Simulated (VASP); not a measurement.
# MnO2 (P-3m1) in VASP: a series of runs, part 2 of 2

VASP 6.6.1. The steps go on from the part before.

## Step 5: Single point, r2SCAN, collinear spin, ferromagnetic start

Input file INCAR:

```
SYSTEM = MnO2
ADDGRID = .False.
ALGO = Normal
EDIFF = 1E-6
ENCUT = 520
ISIF = 2
ISMEAR = 0
ISPIN = 2
LASPH = .True.
LCHARG = .False.
LMAXMIX = 4
LMIXTAU = .True.
LORBIT = 11
LREAL = .False.
LWAVE = .False.
MAGMOM = 4 0 0
METAGGA = R2SCAN
NBANDS = 24
NELM = 100
PREC = Accurate
SIGMA = 0.05
```

Input file KPOINTS:

```
k-points
0
Gamma
  3 3 2
  0 0 0
```

Input file POSCAR:

```
MnO2
1.0
    2.8565781804      0.0000000000      0.0000000000
   -1.4282890902      2.4738692722      0.0000000000
    0.0000000000      0.0000000000      4.6013740589
Mn O
1 2
Direct
    0.0186700000     -0.0033200000      0.4886240000
    0.3165570000      0.6444560000      0.7182440000
    0.6490790000      0.3390650000      0.3129550000
```

Potentials or basis: VASP PAW PBE potentials, release 64 (Mn_pv, O).

Run with:

```
$ cat potpaw_PBE.64/Mn_pv/POTCAR potpaw_PBE.64/O/POTCAR > POTCAR
$ mpirun -np 1 vasp_std > vasp.out
```

OUTCAR:

```text
SYSTEM = MnO2
   EDIFF = 1E-6
   ENCUT = 520
   ISIF = 2
   ISMEAR = 0
   ISPIN = 2
   LASPH = .True.
   LORBIT = 11
   LREAL = .False.
   METAGGA = R2SCAN
   NELM = 100
   PREC = Accurate

 Found     10 irreducible k-points:

 Following reciprocal coordinates:
            Coordinates               Weight
  0.000000  0.000000  0.000000      1.000000
  0.333333 -0.000000  0.000000      2.000000
  0.000000  0.333333  0.000000      2.000000
 -0.333333  0.333333  0.000000      2.000000
  0.333333  0.333333  0.000000      2.000000
  0.000000  0.000000  0.500000      1.000000
   k-points           NKPTS =     10   k-points in BZ     NKDIM =     10   number of bands    NBANDS=     24
   number of dos      NEDOS =    301   number of ions     NIONS =      3
   total plane-waves  NPLWV =  20736
   dimension x,y,z NGX =    24 NGY =   24 NGZ =   36
   dimension x,y,z NGXF=    48 NGYF=   48 NGZF=   72
   ions per type =               1   2
   NGX,Y,Z   is equivalent  to a cutoff of  13.97, 13.97, 13.01 a.u.
   NGXF,Y,Z  is equivalent  to a cutoff of  27.93, 27.93, 26.01 a.u.
 SYSTEM =  MnO2
   PREC   = accura    normal or accurate (medium, high low for compatibility)
[... 398 lines left out ...]

  FORCE on cell =-STRESS in cart. coord.  units (eV):
  Direction    XX          YY          ZZ          XY          YZ          ZX
  --------------------------------------------------------------------------------------
  -------------------------------------------------------------------------------------
  Total        1.4894106      1.7823737      0.7735177      1.0286805      0.7653370     -1.2472851
  in kB       73.3862400     87.8211133     38.1127646     50.6851437     37.7096839    -61.4562278
  external PRESSURE =      66.4400393 kB  Pullay stress =       0.0000000 kB

 VOLUME and BASIS-vectors are now :
 -----------------------------------------------------------------------------
  energy-cutoff  :      520.00
  volume of cell :       32.52
      direct lattice vectors                 reciprocal lattice vectors
     2.856578180  0.000000000  0.000000000     0.350069187  0.202112539  0.000000000
    -1.428289090  2.473869272  0.000000000     0.000000000  0.404225078  0.000000000
     0.000000000  0.000000000  4.601374059     0.000000000  0.000000000  0.217326387

 POSITION                                       TOTAL-FORCE (eV/Angst)
 -----------------------------------------------------------------------------------
     -1.37021      2.46566      2.24834        -1.636784     -0.157037      3.782136
     -0.01620      1.59430      3.30491         0.034521      0.489337     -1.180549
      1.36986      0.83880      1.44002         1.602263     -0.332301     -2.601587
 -----------------------------------------------------------------------------------
    total drift:                                0.003783     -0.014437      0.010255

  FREE ENERGIE OF THE ION-ELECTRON SYSTEM (eV)
  ---------------------------------------------------
  free  energy   TOTEN  =       -32.1566990586 eV

  energy  without entropy=      -32.1566990586  energy(sigma->0) =      -32.15669906

 total charge

# of ion       s       p       d       tot
------------------------------------------
    1        0.392   6.488   4.905  11.785
    2        1.589   3.401   0.000   4.990
    3        1.585   3.519   0.000   5.104
--------------------------------------------------
tot          3.566  13.408   4.905  21.880

 magnetization (x)

# of ion       s       p       d       tot
------------------------------------------
    1        0.030   0.042   2.845   2.918
    2        0.005  -0.045   0.000  -0.040
    3        0.004   0.055   0.000   0.059
--------------------------------------------------
tot          0.039   0.053   2.845   2.937
```

stdout:

```text
POSCAR found type information on POSCAR MnO
 POSCAR found :  2 types and       3 ions
 scaLAPACK will be used
 -----------------------------------------------------------------------------
|                                                                             |
|                                                                             |
|     You enforced a specific xc type in the INCAR file but a different       |
|     I HOPE YOU KNOW WHAT YOU ARE DOING!                                     |
|                                                                             |
 -----------------------------------------------------------------------------

 LDA part: xc-table for (None), standard interpolation
 POSCAR, INCAR and KPOINTS ok, starting setup
 FFT: planning ... GRIDC
 FFT: planning ... GRID_SOFT
 FFT: planning ... GRID
 WAVECAR not read
 entering main loop
```

It took 1.7 min on 1 thread of Intel Xeon Platinum 8375C at 2.90GHz (Ice Lake), shared host; peak memory 0.17 GiB.

These settings aren't checked as converged: the numbers below hold their error.

What came out:

- Free energy: -32.1567 eV
- Pressure: 6.6 GPa
- Largest force: 4.124 eV/Å
- Band gap on the k mesh: 1.94 eV, direct
- Net moment: 3.00 μB per cell
- Site moments: Mn +2.92; O -0.04, +0.06 μB
- Valence electrons inside the program's atomic spheres: Mn 11.79; O 4.99, 5.10

Caveat: the k mesh is coarse (spacing up to 0.85 Å⁻¹), so the values aren't converged; the PAW data sets were made with another functional, which shifts forces and pressure a little; an odd mesh through Γ misses points on the zone boundary, where band edges often lie; a cell with one magnetic atom can't hold antiferromagnetic order, which such compounds often take.

## Step 6: Single point, r2SCAN, collinear spin, ferromagnetic start

INCAR: that of step 5 with these lines changed.

```diff
@@ -4,3 +4,3 @@
 EDIFF = 1E-6
-ENCUT = 520
+ENCUT = 220
 ISIF = 2
```

Input file KPOINTS:

```
k-points
0
Gamma
  5 5 3
  0 0 0
```

Input file POSCAR:

```
MnO2
1.0
    2.8565781804      0.0000000000      0.0000000000
   -1.4282890902      2.4738692722      0.0000000000
    0.0000000000      0.0000000000      4.6013740589
Mn O
1 2
Direct
    0.0000000000      0.0000000000      0.5000000000
    0.3333333333      0.6666666667      0.7062925700
    0.6666666667      0.3333333333      0.2937074300
```

Potentials or basis: VASP PAW PBE potentials, release 64 (Mn_pv, O).

Run with:

```
$ cat potpaw_PBE.64/Mn_pv/POTCAR potpaw_PBE.64/O/POTCAR > POTCAR
$ mpirun -np 1 vasp_std > vasp.out
```

OUTCAR:

```text
SYSTEM = MnO2
   EDIFF = 1E-6
   ENCUT = 220
   ISIF = 2
   ISMEAR = 0
   ISPIN = 2
   LASPH = .True.
   LORBIT = 11
   LREAL = .False.
   METAGGA = R2SCAN
   NELM = 100
   PREC = Accurate

 Found     12 irreducible k-points:

 Following reciprocal coordinates:
            Coordinates               Weight
  0.000000  0.000000  0.000000      1.000000
  0.200000  0.000000  0.000000      6.000000
  0.400000  0.000000  0.000000      6.000000
  0.200000  0.200000  0.000000      6.000000
  0.400000  0.200000  0.000000      6.000000
  0.000000  0.000000  0.333333      2.000000
   k-points           NKPTS =     12   k-points in BZ     NKDIM =     12   number of bands    NBANDS=     24
   number of dos      NEDOS =    301   number of ions     NIONS =      3
   total plane-waves  NPLWV =   4704
   dimension x,y,z NGX =    14 NGY =   14 NGZ =   24
   dimension x,y,z NGXF=    28 NGYF=   28 NGZF=   48
   ions per type =               1   2
   NGX,Y,Z   is equivalent  to a cutoff of   8.15,  8.15,  8.67 a.u.
   NGXF,Y,Z  is equivalent  to a cutoff of  16.30, 16.30, 17.34 a.u.
 SYSTEM =  MnO2
   PREC   = accura    normal or accurate (medium, high low for compatibility)
   ISTART =      0    job   : 0-new  1-cont  2-samecut
   ICHARG =      2    charge: 1-file 2-atom 10-const
   ISPIN  =      2    spin polarized calculation?
   LNONCOLLINEAR =      F non collinear calculations
   LSORBIT =      F    spin-orbit coupling
   LASPH  =      T    aspherical Exc in radial PAW
   ENCUT  =  220.0 eV  16.17 Ry    4.02 a.u.   3.45  3.45  5.56*2*pi/ulx,y,z
   NELM   =    100;   NELMIN=  2; NELMDL= -5     # of ELM steps
   EDIFF  = 0.1E-05   stopping-criterion for ELM
   LREAL  =      F    real-space projection
   EDIFFG = 0.1E-04   stopping-criterion for IOM
   NSW    =      0    number of steps for IOM
   IBRION =     -1    ionic relax: 0-MD 1-quasi-New 2-CG
   NFREE  =      0    steps in history (QN), initial steepest desc. (CG)
   ISIF   =      2    stress and relaxation
   ISYM   =      2    0-nonsym 1-usesym 2-fastsym
   POTIM  = 0.5000    time-step for ionic-motion
   TEBEG  =    0.0;   TEEND  =   0.0 temperature during run
   PSTRESS=    0.0 pullay stress
   NELECT =      25.0000    total number of electrons
   NUPDOWN=      -1.0000    fix difference up-down
   EMIN   =  10.00;   EMAX   =-10.00  energy-range for DOS
   EFERMI =   0.00;   METHOD = LEGACY
   ISMEAR =     0;   SIGMA  =   0.05  broadening in eV -4-tet -1-fermi 0-gaus
   EFERMI_NEDOS =   21; number of points for ismear=-14 and -15
   IALGO  =     38    algorithm
   IMIX   =      4    mixing-type and parameters
     AMIX     =   0.40;   BMIX     =  1.00
     AMIX_MAG =   1.60;   BMIX_MAG =  1.00
  volume/ion in A,a.u.               =      10.84        73.15
  Fermi-wavevector in a.u.,A,eV,Ry     =   1.499747  2.834111 30.602787  2.249241
  Thomas-Fermi vector in A             =   2.611337
   LORBIT       =     11    0 simple, 1 ext, 2 COOP (PROOUT), +10 PAW based schemes
   METAGGA = R2SCAN    functional components
   LHFCALC =     F    Hartree Fock is set to
   AEXX    =    0.0000 exact exchange contribution
   IVDW    =     0    specifies the selected vdW correction
   LEPSILON=     F    determine dielectric tensor
   LRPA    =     F    only Hartree local field effects (RPA)
 spin polarized calculation
 Gauss-broadening in eV      SIGMA  =   0.05
  energy-cutoff  :      220.00
  volume of cell :       32.52
 maximum number of plane-waves:       248
 NGX is ok and might be reduce to    14
   NGX =  7   NGY =  7   NGZ = 11

 number of electron      24.9999804 magnetization       2.9999940

 Free energy of the ion-electron system (eV)
  ---------------------------------------------------
  ext. energy  EPLUGINS =         0.00000000
  ---------------------------------------------------
  free energy    TOTEN  =       -32.87311208 eV

  energy without entropy =      -32.87311208  energy(sigma->0) =      -32.87311208

 E-fermi :   2.8439     XC(G=0): -11.5357

 val. band max:        2.5808123638   @ k =   0.0000   0.0000   0.3333
 cond. band min:       4.3727697986   @ k =   0.0000   0.0000   0.0000
 fundamental gap:      1.7919574348
 Fermi energy:         2.8439204166

 spin component 1

 k-point     1 :       0.0000    0.0000    0.0000
  band No.  band energies     occupation
      1     -49.8289      1.00000
      2     -49.7406      1.00000
      3     -49.7403      1.00000
      4     -18.4921      1.00000
      5     -16.4132      1.00000
      6      -4.0082      1.00000
[... 16 lines left out ...]
     23      27.4263      0.00000
     24      28.1008      0.00000

 k-point     2 :       0.2000    0.0000    0.0000
  band No.  band energies     occupation
      1     -49.8089      1.00000
      2     -49.7960      1.00000
      3     -49.7871      1.00000
      4     -18.0371      1.00000
      5     -16.5651      1.00000
      6      -3.5765      1.00000
[... 16 lines left out ...]
     23      25.7912      0.00000
     24      27.5680      0.00000

 k-point     3 :       0.4000    0.0000    0.0000
  band No.  band energies     occupation
      1     -49.8268      1.00000
      2     -49.7921      1.00000
      3     -49.7419      1.00000
      4     -17.1828      1.00000
      5     -16.7771      1.00000
      6      -4.1206      1.00000
[... 16 lines left out ...]
     23      24.9569      0.00000
     24      27.9117      0.00000
[... 28 lines left out ...]
 k-point     5 :       0.4000    0.2000    0.0000
  band No.  band energies     occupation
      1     -49.8361      1.00000
      2     -49.8064      1.00000
      3     -49.7477      1.00000
      4     -16.9063      1.00000
      5     -16.8490      1.00000
      6      -3.8345      1.00000
[... 16 lines left out ...]
     23      22.9447      0.00000
     24      27.3646      0.00000

 k-point     6 :       0.0000    0.0000    0.3333
  band No.  band energies     occupation
      1     -49.7234      1.00000
      2     -49.7104      1.00000
      3     -49.7101      1.00000
      4     -18.3833      1.00000
      5     -16.4879      1.00000
      6      -3.4076      1.00000
[... 16 lines left out ...]
     23      27.2394      0.00000
     24      27.2398      0.00000

 [... further k-points ...]

 spin component 2

 k-point     1 :       0.0000    0.0000    0.0000
  band No.  band energies     occupation
      1     -45.6933      1.00000
      2     -45.6930      1.00000
      3     -45.5407      1.00000
      4     -18.4412      1.00000
      5     -16.3722      1.00000
      6      -2.9387      1.00000
[... 16 lines left out ...]
     23      28.9354      0.00000
     24      29.2912      0.00000

 k-point     2 :       0.2000    0.0000    0.0000
  band No.  band energies     occupation
      1     -45.7742      1.00000
      2     -45.7402      1.00000
      3     -45.5047      1.00000
      4     -17.9808      1.00000
      5     -16.5196      1.00000
      6      -2.5773      1.00000
[... 16 lines left out ...]
     23      26.3042      0.00000
     24      28.1518      0.00000

 k-point     3 :       0.4000    0.0000    0.0000
  band No.  band energies     occupation
      1     -45.8201      1.00000
      2     -45.7503      1.00000
      3     -45.4463      1.00000
      4     -17.1261      1.00000
      5     -16.7237      1.00000
      6      -3.1085      1.00000
[... 16 lines left out ...]
     23      25.5927      0.00000
     24      28.5382      0.00000
[... 28 lines left out ...]
 k-point     5 :       0.4000    0.2000    0.0000
  band No.  band energies     occupation
      1     -45.8276      1.00000
      2     -45.7761      1.00000
      3     -45.4494      1.00000
      4     -16.8482      1.00000
      5     -16.7962      1.00000
      6      -2.9229      1.00000
[... 16 lines left out ...]
     23      23.6160      0.00000
     24      28.1227      0.00000

 k-point     6 :       0.0000    0.0000    0.3333
  band No.  band energies     occupation
      1     -45.6650      1.00000
      2     -45.6648      1.00000
      3     -45.4380      1.00000
      4     -18.3281      1.00000
      5     -16.4442      1.00000
      6      -2.3692      1.00000
[... 16 lines left out ...]
     23      28.0236      0.00000
     24      28.0240      0.00000

 [... further k-points ...]

------------------------ aborting loop because EDIFF is reached ----------------------------------------

  FORCE on cell =-STRESS in cart. coord.  units (eV):
  Direction    XX          YY          ZZ          XY          YZ          ZX
  --------------------------------------------------------------------------------------
  -------------------------------------------------------------------------------------
  Total      -36.8054288    -36.8054288    -38.5279744      0.0000000      0.0000000      0.0000000
  in kB    -1813.4770507  -1813.4770508  -1898.3503153      0.0000000      0.0000000      0.0000000
  external PRESSURE =   -1841.7681389 kB  Pullay stress =       0.0000000 kB

 VOLUME and BASIS-vectors are now :
 -----------------------------------------------------------------------------
  energy-cutoff  :      220.00
  volume of cell :       32.52
      direct lattice vectors                 reciprocal lattice vectors
     2.856578180  0.000000000  0.000000000     0.350069187  0.202112539  0.000000000
    -1.428289090  2.473869272  0.000000000     0.000000000  0.404225078  0.000000000
     0.000000000  0.000000000  4.601374059     0.000000000  0.000000000  0.217326387

 POSITION                                       TOTAL-FORCE (eV/Angst)
 -----------------------------------------------------------------------------------
      0.00000      0.00000      2.30069         0.000000      0.000000      0.000000
     -0.00000      1.64925      3.24992         0.000000     -0.000000      0.733887
      1.42829      0.82462      1.35146        -0.000000      0.000000     -0.733887
 -----------------------------------------------------------------------------------
    total drift:                                0.000000      0.000000      0.000000

  FREE ENERGIE OF THE ION-ELECTRON SYSTEM (eV)
  ---------------------------------------------------
  free  energy   TOTEN  =       -32.8731120771 eV

  energy  without entropy=      -32.8731120771  energy(sigma->0) =      -32.87311208

 total charge

# of ion       s       p       d       tot
------------------------------------------
    1        0.390   6.505   4.888  11.784
    2        1.852   3.563   0.000   5.415
    3        1.852   3.563   0.000   5.415
--------------------------------------------------
tot          4.094  13.632   4.888  22.614

 magnetization (x)

# of ion       s       p       d       tot
------------------------------------------
    1        0.031   0.039   2.894   2.964
    2        0.004  -0.000   0.000   0.004
    3        0.004  -0.000   0.000   0.004
--------------------------------------------------
tot          0.040   0.039   2.894   2.973
```

stdout:

```text
POSCAR found type information on POSCAR MnO
 POSCAR found :  2 types and       3 ions
 scaLAPACK will be used
 -----------------------------------------------------------------------------
|                                                                             |
|                                                                             |
|     You enforced a specific xc type in the INCAR file but a different       |
|     I HOPE YOU KNOW WHAT YOU ARE DOING!                                     |
|                                                                             |
 -----------------------------------------------------------------------------

 LDA part: xc-table for (None), standard interpolation
 POSCAR, INCAR and KPOINTS ok, starting setup
 FFT: planning ... GRIDC
 FFT: planning ... GRID_SOFT
 FFT: planning ... GRID
 WAVECAR not read
 entering main loop
```

Wall time 46 s (1 thread of Intel Xeon Platinum 8375C at 2.90GHz (Ice Lake), shared host); peak memory 0.12 GiB.

The run converged, but a check on its numbers failed (symmetry, net force, bounds or a known fault of this set-up), so they aren't taken as properties of the crystal.

Caveat: the k mesh is coarse (spacing up to 0.51 Å⁻¹), so the values aren't converged; the cutoff lies under the usual one of these potentials, so the numbers hold a large basis-set error; a pressure of tens of GPa on the cell as given is suspect, and the run, the potentials or the cell itself is likely at fault; the PAW data sets were made with another functional, which shifts forces and pressure a little; an odd mesh through Γ misses points on the zone boundary, where band edges often lie; a cell with one magnetic atom can't hold antiferromagnetic order, which such compounds often take.

## Step 7: For comparison

An earlier run on the cell as given: functional PBE; potentials or basis VASP PAW PBE potentials, release 64 (Mn_pv, O); cutoff 520 eV; k mesh 11 × 11 × 6; occupations fermi-dirac, width 0.05 eV; collinear spin, ferromagnetic start; starting moments [4.0, 0.0, 0.0] μB.

* Pressure: 5.8 GPa
* Largest force: 0.310 eV/Å
* Band gap on the k mesh: 0.81 eV, indirect (least direct gap 0.87 eV)
* Net moment: 3.00 μB per cell
* Site moments: Mn +2.83; O +0.04 μB
* Valence electrons inside the program's atomic spheres: Mn 11.75; O 5.00
